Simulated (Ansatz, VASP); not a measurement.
# HgTe in VASP and in Ansatz

Contents of INCAR:

```
SYSTEM = HgTe
PREC = Accurate ; ENCUT = 520
EDIFF = 1E-7 ; ISMEAR = 0
SIGMA = 0.15 ; LREAL = .FALSE.
LASPH = .TRUE. ; NELM = 80
ALGO = Normal ; ISIF = 2
LWAVE = .FALSE. ; LCHARG = .TRUE.
GGA = PS ; LELF = .TRUE.
LVHAR = .TRUE. ; NBANDS = 16
```

File KPOINTS:

```
Automatic mesh
0
G
  14 14 14
  0 0 0
```

The input POSCAR:

```
HgTe
1.0
    0.0000000000      2.9656200000      3.3524400000
    2.9656200000      0.0000000000      3.3524400000
    2.9656200000      2.9656200000      0.0000000000
Hg Te
1 1
Direct
    0.0000000000      0.0000000000      0.0000000000
    0.7500000000      0.7500000000      0.7500000000
```

Input for Ansatz:

```yaml
crystal:
  lattice:
    - [0.0, 2.96562, 3.35244]
    - [2.96562, 0.0, 3.35244]
    - [2.96562, 2.96562, 0.0]
  atoms:
    - { symbol: Hg, position: [0.0, 0.0, 0.0] }
    - { symbol: Te, position: [0.75, 0.75, 0.75] }
basis:
  ecutwfc: 420
kpoints:
  mp_grid: { grid: [14, 14, 14] }
hamiltonian:
  xc: pbesol
scf:
  occupations: { method: gaussian, width: 0.15 }
output:
  forces: true
  stress: true
  eigenvalues: true
```

Change from the starting cell: strain -0.080 along x and y, +0.040 along z, atoms carried along.

Alike in both runs: task single point; functional PBEsol; k mesh 14 × 14 × 14; occupations gaussian, width 0.15 eV; no spin polarisation.

|  | VASP | Ansatz |
| --- | --- | --- |
| version | VASP 6.6.1 | Ansatz 0.2.0 |
| potentials or method | VASP PAW PBE potentials, release 64 (Hg, Te) | scalar-relativistic, plane waves, PAW |
| plane-wave cutoff (eV) | 520 | 420 |
| valence electrons in the cell | 18 | 36 |

VASP gave:

| Item | Value |
| --- | --- |
| gap on the k mesh at the Fermi level (eV) | none |
| pressure (GPa) | 9.6 |
| largest component of the traceless stress (GPa) | 1.05 |

Problem. Which values does Ansatz return?

Solution. gap on the k mesh at the Fermi level (eV): none; pressure (GPa): 9.4; largest component of the traceless stress (GPa): 1.04.

A gap of «none» marks a metal or a gap that the smearing closes. The functional is the same, so the differences come from potentials, cutoffs and numerics. The two sets of potentials don't hold the same shells in valence.

Caveats: the PAW data sets were made with another functional, which shifts forces and pressure a little (VASP). The runs have no spin-orbit coupling, so splittings on Hg, Te are missing.
